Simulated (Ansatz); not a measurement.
# Dielectric response of SrO (001) films

How well do thin rocksalt SrO (001) films screen a perpendicular field?

Method: plane-wave DFT, PBEsol, Ansatz PAW, in Ansatz 0.2.0.

## 1. Starting point

The cell holds 6 atoms: 3 Sr and 3 O. Cell: a = 3.649 Å, b = 3.649 Å, c = 23.160 Å, α = 90.0°, β = 90.0°, γ = 90.0°. It derives from SrO (rocksalt SrO). Vacuum lies along c.

## 2. Relaxing the film, 6 atoms, units 3

The structure is relaxed first, because levels and dipoles at a surface follow the positions of the outer atoms.

input.yaml reads:

```yaml
crystal:
  lattice:
    - [3.64867099, 0.0, 0.0]
    - [0.0, 3.64867099, 0.0]
    - [0.0, 0.0, 23.16]
  atoms:
    - { symbol: Sr, position: [0.5, 0.5, 0.3886010363] }
    - { symbol: O, position: [0.0, 0.0, 0.3886010363] }
    - { symbol: Sr, position: [0.0, 0.0, 0.5] }
    - { symbol: O, position: [0.5, 0.5, 0.5] }
    - { symbol: Sr, position: [0.5, 0.5, 0.6113989637] }
    - { symbol: O, position: [0.0, 0.0, 0.6113989637] }
kpoints:
  mp_grid: { grid: [8, 8, 1] }
hamiltonian:
  xc: pbesol
scf:
  occupations: { method: fixed }
  convergence: { dr2_threshold: 1.0e-09 }
efield:
  axis: 3
  dipole_correction: true
  ramp_position: 0.97
  ramp_width: 0.06
relax:
  f_tol: 0.003
  max_steps: 100
output:
  write_potential: true
  write_density: true
  volumetric_format: npy
```

Run with:

```console
ansatz run input.yaml --threads 4 --pin off --max-ram 16384MiB --backend cpu --events-out ev --progress --plain --runs-dir out
```

Numbers of over 12 decimals in the logs are rounded to 6 here.

The program printed:

```text
Engine: ansatz 0.2.0, aarch64-unknown-linux-gnu
Pseudopotentials: kind: paw
Pseudopotential: Sr, paw, valence charge 10, recommended cutoff 420 eV (normal), Sr.paw.azcp
Pseudopotential: O, paw, valence charge 6, recommended cutoff 420 eV (normal), O.paw.azcp
Functional definition: PBEsol
  exchange = pbesol_x
  correlation = pbesol_c
Crystal: 6 atoms, lattice volume = 308.324 Å³
Basis set: ecut = 420 eV, 6053 PW (Γ), exchange–correlation on 50×50×320 points (8 copies of the dense FFT grid, shifted against one another)
Bands: 30, of which v1, the nominal top of the filled ones, is band 24 counted from 1 (23 counted from 0)
Symmetry: 8 space group operations
k-points: 15 of 64
Non-local potential: Sr, projectors of the file, l = 0: 3, l = 1: 2, l = 2: 2
Non-local potential: O, projectors of the file, l = 0: 2, l = 1: 2, l = 2: 1
PAW form: soft (Blöchl's): semilocal exchange-correlation on the pseudo side does not see the compensation charge
PAW frozen core: Sr, regenerated for the run's functional, and the local potential with it (the file was generated under x = pbe(κ = 0.804, μ = 0.219515), c = pbe(β = 0.066725))
PAW frozen core: O, regenerated for the run's functional, and the local potential with it (the file was generated under x = pbe(κ = 0.804, μ = 0.219515), c = pbe(β = 0.066725))
PAW one-centre angular grid: Sr, 110 points (default); XC on 64 Gauss nodes
PAW one-centre angular grid: O, 110 points (default); XC on 64 Gauss nodes
Initial density: superposition of atomic densities (neutral atoms: chi_scale 0, normalization atom), corrected by the library's trained network
Initial wavefunctions: pseudopotential atomic-orbital guess
Functional: x = pbesol(κ = 0.804, μ = 0.123457), c = pbesol(β = 0.046)
SCF iter   1: F=—  HF=-12167.326293 eV  |F-HF|=—  |Δ(HF+E_count)|=         —  Δρ=8.16e-3  dr2=1.98e-1  ethr=1.77e-3  p=-0.000 e·Å  D=-2.97e-14 V/Å  ΔV_dip=0.00 eV  dr2_dipole=3.53e-9  V_vac-E_F(+/−)=3.45/3.45 eV  ⟨swp⟩=6.2  Hψ=2288  notcnv=0  defer=51
efield: sawtooth ramp at fractional position 0.9700 (set: `efield.ramp_position`, or a place that a band, a saddle search or an elastic batch's reference lends), width 0.0600; the density the first Hamiltonian is built on has a dipole p = -0.000 e·Å; the dipole correction subtracts the counter field D = -2.97e-14 V/Å, which shifts the + side's vacuum level by +0.00 eV against the − side's; the planar-averaged density in the ramp window peaks in size at 2.8e-6 e/Å³
preconditioner: auto → Resta (q_TF=auto, 2.001 Å⁻¹)  ε∞=2.0  [insulator: Δε(μ)=2.394 eV  Ē_g=13.738 eV  n_scr=42 (ndim 8)  ℏωp=13.7 eV  f_vac=0.621  ε∞_Penn≈2.0  vacuum switching on, ρ_ref=1.4e-2 e/Å³]
SCF iter   2: F=—  HF=-12167.308221 eV  |F-HF|=—  |Δ(HF+E_count)|=   1.81e-2  Δρ=5.94e-3  dr2=9.18e-2  ethr=4.12e-4  p=0.000 e·Å  D=1.62e-5 V/Å  ΔV_dip=-0.00 eV  dr2_dipole=2.65e-9  V_vac-E_F(+/−)=3.94/3.94 eV  ⟨swp⟩=2.8  Hψ=873  notcnv=0  defer=56
density mixer auto → msr1: gapped (density of states about μ 0.02 of a free-electron gas's, 42 screened modes)
SCF iter   3: F=—  HF=-12167.288084 eV  |F-HF|=—  |Δ(HF+E_count)|=   2.01e-2  Δρ=5.11e-4  dr2=6.76e-4  ethr=1.91e-4  p=0.000 e·Å  D=8.01e-6 V/Å  ΔV_dip=-0.00 eV  dr2_dipole=1.22e-9  V_vac-E_F(+/−)=3.75/3.75 eV  ⟨swp⟩=2.1  Hψ=632  notcnv=0  defer=51
SCF iter   4: F=—  HF=-12167.288522 eV  |F-HF|=—  |Δ(HF+E_count)|=   4.37e-4  Δρ=3.04e-4  dr2=2.59e-4  ethr=1.41e-6  p=-0.000 e·Å  D=-1.25e-5 V/Å  ΔV_dip=0.00 eV  dr2_dipole=2.70e-9  V_vac-E_F(+/−)=3.79/3.79 eV  ⟨swp⟩=3.6  Hψ=877  notcnv=0  defer=60
SCF iter   5: F=—  HF=-12167.288531 eV  |F-HF|=—  |Δ(HF+E_count)|=   9.99e-6  Δρ=9.08e-5  dr2=2.32e-5  ethr=5.39e-7  p=-0.000 e·Å  D=-3.89e-6 V/Å  ΔV_dip=0.00 eV  dr2_dipole=2.14e-10  V_vac-E_F(+/−)=3.79/3.79 eV  ⟨swp⟩=2.7  Hψ=787  notcnv=0  defer=60
SCF iter   6: F=—  HF=-12167.288528 eV  |F-HF|=—  |Δ(HF+E_count)|=   3.10e-6  Δρ=2.49e-5  dr2=1.41e-6  ethr=4.83e-8  p=0.000 e·Å  D=2.59e-6 V/Å  ΔV_dip=-0.00 eV  dr2_dipole=8.97e-11  V_vac-E_F(+/−)=3.79/3.79 eV  ⟨swp⟩=2.1  Hψ=582  notcnv=0  defer=58
SCF iter   7: F=—  HF=-12167.288193 eV  |F-HF|=—  |Δ(HF+E_count)|=   3.35e-4  Δρ=6.35e-6  dr2=1.04e-7  ethr=2.93e-9  p=-0.000 e·Å  D=-1.58e-6 V/Å  ΔV_dip=0.00 eV  dr2_dipole=3.51e-11  V_vac-E_F(+/−)=3.79/3.79 eV  ⟨swp⟩=3.0  Hψ=838  notcnv=0  defer=56
SCF iter   8: F=—  HF=-12167.288194 eV  |F-HF|=—  |Δ(HF+E_count)|=   1.03e-7  Δρ=1.22e-6  dr2=5.62e-9  ethr=2.17e-10  p=0.000 e·Å  D=4.68e-6 V/Å  ΔV_dip=-0.00 eV  dr2_dipole=3.36e-10  V_vac-E_F(+/−)=3.79/3.79 eV  ⟨swp⟩=2.5  Hψ=694  notcnv=0  defer=56
SCF iter   9: F=-12167.288194 eV  HF=-12167.288194 eV  |F-HF|=7.77e-10  |Δ(HF+E_count)|=  5.26e-10  Δρ=5.07e-7  dr2=9.07e-10  ethr=2.08e-12  p=-0.000 e·Å  D=-2.06e-6 V/Å  ΔV_dip=0.00 eV  dr2_dipole=7.43e-11  V_vac-E_F(+/−)=3.79/3.79 eV  ⟨swp⟩=9.1  Hψ=3205  notcnv=0
SCF 1 converged in 9 iterations: F = -12167.288194 eV  dr2 = 9.07e-10
  greatest PAW one-centre occupation: 0.987 electrons in one spin orbital (limit 2), on the Sr atom at site 2 (counted from 0), in its partial waves of l = 0
relax step   1: F+E_penalty+E_count = -12167.28819359 eV  Δ(F+E_penalty+E_count) = +0.000e0 eV  max|allowed force component| = 4.402e-1 eV/Å  Δτ_max = 0.0000 Å  (9 SCF iters, accepted)
Initial density: handed on by an earlier stage of this run
Initial wavefunctions: those handed on with the density
iter 1 solved again at ethr=1.79e-3 eV; its pass at ethr=3.10e-3 eV (dr2=8.61e-1 eV) is discarded
SCF iter   1: F=—  HF=-12167.521702 eV  |F-HF|=—  |Δ(HF+E_count)|=         —  Δρ=8.72e-3  dr2=8.70e-1  ethr=1.79e-3  p=-0.000 e·Å  D=-2.06e-6 V/Å  ΔV_dip=0.00 eV  dr2_dipole=7.29e-10  V_vac-E_F(+/−)=3.94/3.94 eV  ⟨swp⟩=1.0  Hψ=2068  notcnv=0  defer=32
efield: sawtooth ramp at fractional position 0.9700 (set: `efield.ramp_position`, or a place that a band, a saddle search or an elastic batch's reference lends), width 0.0600; the density the first Hamiltonian is built on has a dipole p = -0.000 e·Å; the dipole correction subtracts the counter field D = -2.06e-6 V/Å, which shifts the + side's vacuum level by +0.00 eV against the − side's; the planar-averaged density in the ramp window peaks in size at 2.6e-6 e/Å³
preconditioner: auto → Resta (q_TF=auto, 2.001 Å⁻¹)  ε∞=2.0  [insulator: Δε(μ)=2.900 eV  Ē_g=13.952 eV  n_scr=42 (ndim 8)  ℏωp=13.7 eV  f_vac=0.629  ε∞_Penn≈2.0  vacuum switching on, ρ_ref=1.4e-2 e/Å³]
[...]
SCF iter   8: F=—  HF=-12167.339329 eV  |F-HF|=—  |Δ(HF+E_count)|=   3.31e-4  Δρ=5.63e-6  dr2=6.84e-8  ethr=1.03e-9  p=0.000 e·Å  D=1.19e-6 V/Å  ΔV_dip=-0.00 eV  dr2_dipole=1.52e-16  V_vac-E_F(+/−)=3.70/3.70 eV  ⟨swp⟩=2.0  Hψ=736  notcnv=0  defer=40  κ⁻¹=2.5e-7(r=7)
SCF iter   9: F=—  HF=-12167.339329 eV  |F-HF|=—  |Δ(HF+E_count)|=   7.63e-8  Δρ=1.01e-6  dr2=1.87e-9  ethr=1.42e-10  p=0.000 e·Å  D=1.18e-6 V/Å  ΔV_dip=-0.00 eV  dr2_dipole=1.01e-15  V_vac-E_F(+/−)=3.70/3.70 eV  ⟨swp⟩=2.0  Hψ=706  notcnv=0  defer=40  κ⁻¹=1.1e-8(r=8)
SCF iter  10: F=-12167.339329 eV  HF=-12167.339329 eV  |F-HF|=1.07e-10  |Δ(HF+E_count)|=   2.46e-9  Δρ=3.75e-7  dr2=2.85e-10  ethr=2.08e-12  p=0.000 e·Å  D=1.17e-6 V/Å  ΔV_dip=-0.00 eV  dr2_dipole=4.63e-14  V_vac-E_F(+/−)=3.70/3.70 eV  ⟨swp⟩=8.0  Hψ=2861  notcnv=0
SCF 3 converged in 10 iterations: F = -12167.339329 eV  dr2 = 2.85e-10
relax step   3: F+E_penalty+E_count = -12167.33932867 eV  Δ(F+E_penalty+E_count) = -5.114e-2 eV  max|allowed force component| = 5.439e-2 eV/Å  Δτ_max = 0.0951 Å  (10 SCF iters, accepted)
[...]
relax step   4: F+E_penalty+E_count = -12167.34051651 eV  Δ(F+E_penalty+E_count) = -1.188e-3 eV  max|allowed force component| = 9.888e-3 eV/Å  Δτ_max = 0.0157 Å  (9 SCF iters, accepted)
SCF iter   1: F=—  HF=-12167.340863 eV  |F-HF|=—  |Δ(HF+E_count)|=         —  Δρ=6.05e-5  dr2=1.54e-5  ethr=7.31e-7  p=-0.000 e·Å  D=-6.39e-7 V/Å  ΔV_dip=0.00 eV  dr2_dipole=8.93e-14  V_vac-E_F(+/−)=3.71/3.71 eV  ⟨swp⟩=2.9  Hψ=896  notcnv=0  defer=59
efield: sawtooth ramp at fractional position 0.9700 (set: `efield.ramp_position`, or a place that a band, a saddle search or an elastic batch's reference lends), width 0.0600; the density the first Hamiltonian is built on has a dipole p = -0.000 e·Å; the dipole correction subtracts the counter field D = -6.39e-7 V/Å, which shifts the + side's vacuum level by +0.00 eV against the − side's; the planar-averaged density in the ramp window peaks in size at 9.2e-7 e/Å³
preconditioner: auto → Resta (q_TF=auto, 2.001 Å⁻¹)  ε∞=2.0  [insulator: Δε(μ)=2.547 eV  Ē_g=13.676 eV  n_scr=42 (ndim 8)  ℏωp=13.7 eV  f_vac=0.628  ε∞_Penn≈2.0  vacuum switching on, ρ_ref=1.4e-2 e/Å³]
SCF iter   2: F=—  HF=-12167.340863 eV  |F-HF|=—  |Δ(HF+E_count)|=   2.03e-7  Δρ=2.73e-5  dr2=2.64e-6  ethr=3.22e-8  p=-0.000 e·Å  D=-5.54e-7 V/Å  ΔV_dip=0.00 eV  dr2_dipole=9.27e-16  V_vac-E_F(+/−)=3.71/3.71 eV  ⟨swp⟩=2.8  Hψ=836  notcnv=0  defer=49  κ⁻¹=1.0e0(r=1)
density mixer auto → broyden: gapped, where msr1 would fit the directions that read negative (density of states about μ 0.03 of a free-electron gas's, 42 screened modes)
SCF iter   3: F=—  HF=-12167.340531 eV  |F-HF|=—  |Δ(HF+E_count)|=   3.32e-4  Δρ=1.78e-5  dr2=9.36e-7  ethr=5.50e-9  p=-0.000 e·Å  D=-5.41e-7 V/Å  ΔV_dip=0.00 eV  dr2_dipole=1.42e-14  V_vac-E_F(+/−)=3.70/3.70 eV  ⟨swp⟩=2.1  Hψ=613  notcnv=0  defer=27  κ⁻¹=2.2e-1(r=2)
SCF iter   4: F=—  HF=-12167.340531 eV  |F-HF|=—  |Δ(HF+E_count)|=   8.33e-8  Δρ=5.91e-6  dr2=1.34e-7  ethr=1.95e-9  p=-0.000 e·Å  D=-5.70e-7 V/Å  ΔV_dip=0.00 eV  dr2_dipole=1.14e-14  V_vac-E_F(+/−)=3.70/3.70 eV  ⟨swp⟩=2.0  Hψ=685  notcnv=0  defer=27  κ⁻¹=2.3e-2(r=3)
SCF iter   5: F=—  HF=-12167.340531 eV  |F-HF|=—  |Δ(HF+E_count)|=   2.62e-8  Δρ=1.61e-6  dr2=6.52e-9  ethr=2.80e-10  p=-0.000 e·Å  D=-5.36e-7 V/Å  ΔV_dip=0.00 eV  dr2_dipole=1.91e-14  V_vac-E_F(+/−)=3.70/3.70 eV  ⟨swp⟩=2.1  Hψ=591  notcnv=0  defer=27  κ⁻¹=1.0e-3(r=4)
SCF iter   6: F=—  HF=-12167.340531 eV  |F-HF|=—  |Δ(HF+E_count)|=   6.04e-9  Δρ=8.07e-7  dr2=2.25e-9  ethr=2.08e-12  p=-0.000 e·Å  D=-5.87e-7 V/Å  ΔV_dip=0.00 eV  dr2_dipole=9.18e-14  V_vac-E_F(+/−)=3.70/3.70 eV  ⟨swp⟩=9.1  Hψ=3092  notcnv=0  κ⁻¹=6.0e-4(r=5)
SCF iter   7: F=-12167.340531 eV  HF=-12167.340531 eV  |F-HF|=2.02e-10  |Δ(HF+E_count)|=  4.49e-10  Δρ=2.58e-7  dr2=1.55e-10  ethr=2.08e-12  p=-0.000 e·Å  D=-5.35e-7 V/Å  ΔV_dip=0.00 eV  dr2_dipole=8.31e-15  V_vac-E_F(+/−)=3.70/3.70 eV  ⟨swp⟩=8.0  Hψ=2752  notcnv=0
SCF 5 converged in 7 iterations: F = -12167.340531 eV  dr2 = 1.55e-10
relax step   5: F+E_penalty+E_count = -12167.34053104 eV  Δ(F+E_penalty+E_count) = -1.453e-5 eV  max|allowed force component| = 4.420e-4 eV/Å  Δτ_max = 0.0016 Å  (7 SCF iters, accepted)
NSCF: frozen V_eff on 15 k-points
the band table was solved once a step of the walk had ended and its energy, with any forces and stress, was formed, with the checks that follow a solve (3081 applications of the Hamiltonian). They found nothing against the state; the energy, forces and stress were not computed again (output.eigenvalues in the input reference)
WARN: The output density's exchange-correlation potential varies sharply where the density is thin. Do not read a vacuum level from v_tot or v_xc, or from such a field of the output density. On a cell that repeats whose density bears no net charge and no dipole along the vacuum's axis use v_es (v_loc + v_h of the components); under efield.dipole_correction with no amplitude use v_es + v_field, which holds any externa [...]
SCF converged after 7 iterations
Stability not checked: this state was not tested for a lower state beside it, because the mixer in use, unlike msr1, does not test its closes by its own steps (another_mixer; see scf.mixing.algorithm and scf.lower_state_search)
Free energy (F): -12167.340531 eV
Harris-Foulkes:  -12167.340531 eV  (|F-HF|=2.02e-10)
Internal energy: -12167.340531 eV  (E = F + TS)
E sigma→0 (E₀):  -12167.340531 eV
Fermi energy:    0.154557 eV
Dipole field:    D = -0.000000 V/Å  (p = -0.000001 e·Å, saw-weighted, corrected)
Work function:   Φ+ = 3.7028 eV   Φ− = 3.7028 eV
Levels:          The Fermi level and band energies are counted from a zero that moves with the ramp; work functions are not
--- Per-component energies (eV) ---
  E_band       = -554.144582
  E_kinetic    = 1261.640229
  E_local      = -31285.194339  (includes V_loc(G=0)·N_el)
  E_nonlocal   = 754.770466
  E_hartree    = 14857.417146
  E_xc         = -737.477768
  E_vxc        = -770.173493  (∫ρ·V_xc dr)
  E_paw        = -8388.876978  (= ΣΔE_a)
  E_vpaw       = -230.028725  (= ΣTr[D̂ρ^β])
  E_aug_tail   = 0.007203  (compensation charges beyond the density's cutoff)
  E_efield     = 0.000000  (sawtooth field / dipole correction)
  E_vefield    = -0.000000  (∫n·V_field dr)
  E_ewald      = 11369.864605
  E_core_change = 0.508906  (= ΣΔE_core)
  E_smearing   = -0.000000  (= −TS)
  E_closure    = 0.000000  (closes the sum)
  Σ components = -12167.340531   (vs F -12167.340531, Δ=0.00e0)
--- Forces (eV/Å), atoms counted from 1 ---
  atom   1  Sr    -0.00000000     0.00000000    -0.00043726
  atom   2  O     -0.00000000     0.00000000     0.00026880
  atom   3  Sr    -0.00000000     0.00000000     0.00001208
  atom   4  O      0.00000000     0.00000000    -0.00000726
  atom   5  Sr     0.00000000     0.00000000     0.00044196
  atom   6  O      0.00000000     0.00000000    -0.00027836
  max |Σ_I F_I| component: 2.94e-8 eV/Å
--- Band table (eV; the first three rows and the last of 15) ---
  k-point 0: bands = [... 20 lower, 0.0672, 0.0672, 0.1540, 0.1540, 2.7036, 3.0312, 3.4547, 3.9389, ... 2 higher]
  k-point 1: bands = [... 20 lower, -0.1795, -0.1036, -0.0929, -0.0092, 2.9235, 3.1987, 3.8666, 4.1402, ... 2 higher]
  k-point 2: bands = [... 20 lower, -0.6763, -0.4508, -0.3700, -0.1804, 3.4671, 3.6746, 4.6898, 4.9168, ... 2 higher]
  k-point 14: bands = [... 20 lower, -0.2522, -0.0413, -0.0413, 0.1546, 3.9262, 3.9262, 5.4256, 5.4256, ... 2 higher]
--- Relaxed structure (5 steps of the walk, 4 accepted, 0 SCFs on fresh bases) ---
  F+E_penalty+E_count = -12167.34053104 eV   max|allowed force component| = 4.420e-4 eV/Å
  atoms:
    - { symbol: Sr, position: [0.5, 0.5, 0.391432] }
    - { symbol: O, position: [0, 0.0, 0.393351] }
    - { symbol: Sr, position: [0, 0.0, 0.500000] }
    - { symbol: O, position: [0.5, 0.5, 0.500000] }
    - { symbol: Sr, position: [0.5, 0.5, 0.608568] }
    - { symbol: O, position: [0, 0.0, 0.606649] }
```

Run time: 16 s. Hardware: 4 threads of Arm Neoverse V1, shared host; peak memory 0.56 GiB; 61 s of CPU time.

Step by step:

```tsv
step	energy less that of the first step (eV)	largest force component (eV/Å)
1	0.0000	0.4402
2	0.0253	0.8147
3	-0.0511	0.0544
4	-0.0523	0.0099
5	-0.0523	0.0004
```

Relaxation step 2 was tried and not accepted.

Forces are held to the 8 operations that the run works with; a distortion that breaks them can't arise in this run.

The atoms that moved most (Å):

```tsv
atom	dx	dy	dz	length
O2	0.000	0.000	0.110	0.110
O6	0.000	0.000	-0.110	0.110
Sr5	0.000	0.000	-0.066	0.066
Sr1	0.000	0.000	0.066	0.066
```

Final coordinates:

```xyz
6
Lattice="3.6487 0.0000 0.0000 0.0000 3.6487 0.0000 0.0000 0.0000 23.1600" Properties=species:S:1:pos:R:3
Sr    1.8243    1.8243    9.0656
O     0.0000    0.0000    9.1100
Sr    0.0000    0.0000   11.5800
O     1.8243    1.8243   11.5800
Sr    1.8243    1.8243   14.0944
O     0.0000    0.0000   14.0500
```

Numbers from this step:

* gap on the k-mesh: 2.549 eV
* dipole along the normal: -7.44e-7 e·Å
* ionisation energy, upper face: 3.703 eV
* electron affinity, upper face: 1.154 eV

Running mean over 2.58 Å of the planar mean; the ramp of the sawtooth is left out. The electron's electrostatic potential energy less the highest filled level by z:

z (Å), electron's electrostatic potential energy less the highest filled level (eV) and a bar from the least value:
```
      3.0       3.70 ##############################
      3.5       3.70 ##############################
      4.0       3.70 ##############################
      4.5       3.70 ##############################
      5.0       3.70 ##############################
      5.5       3.69 ##############################
      6.0       3.66 ##############################
      6.5       3.56 ##############################
      7.0       3.14 ############################
      7.5       1.19 ######################
      8.0      -2.76 ##########
      8.5      -5.09 ###
      9.0      -5.56 ##
      9.5      -5.70 #
     10.0      -6.07 
     10.5      -6.16 
     11.0      -5.73 #
     11.5      -5.60 ##
     12.0      -5.65 ##
     12.5      -6.04 
     13.0      -6.17 
     13.5      -5.78 #
     14.0      -5.61 ##
     14.5      -5.33 ###
     15.0      -3.81 #######
     15.5       0.00 ###################
     16.0       2.80 ###########################
     16.5       3.48 #############################
     17.0       3.64 ##############################
     17.5       3.68 ##############################
     18.0       3.70 ##############################
     18.5       3.70 ##############################
     19.0       3.70 ##############################
     19.5       3.70 ##############################
     20.0       3.70 ##############################
```

The relaxation took 5 steps and lowered the energy by 0.052 eV; the largest force on the free atoms ends at 4.4e-4 eV/Å.

The gap is 2.55 eV, with the valence edge 3.70 eV and the conduction edge 1.15 eV under the upper vacuum level.

(Part 1 of 6 ends here.)

[Logs are printed without paths, hosts, clocks, repeated set-up lines and the standing remarks that a program may print on its own settings, such as how far it seeks lower states.]

[Hosts, paths, dates, database ids (printed as entryN), source tags and the programs' standing remarks are cut or masked in the printed files.]

[Maps of the electrostatic potential energy from Ansatz leave out the sawtooth potential of an applied field or a dipole correction, so their vacuum need not be flat; planar profiles and work functions include it.]
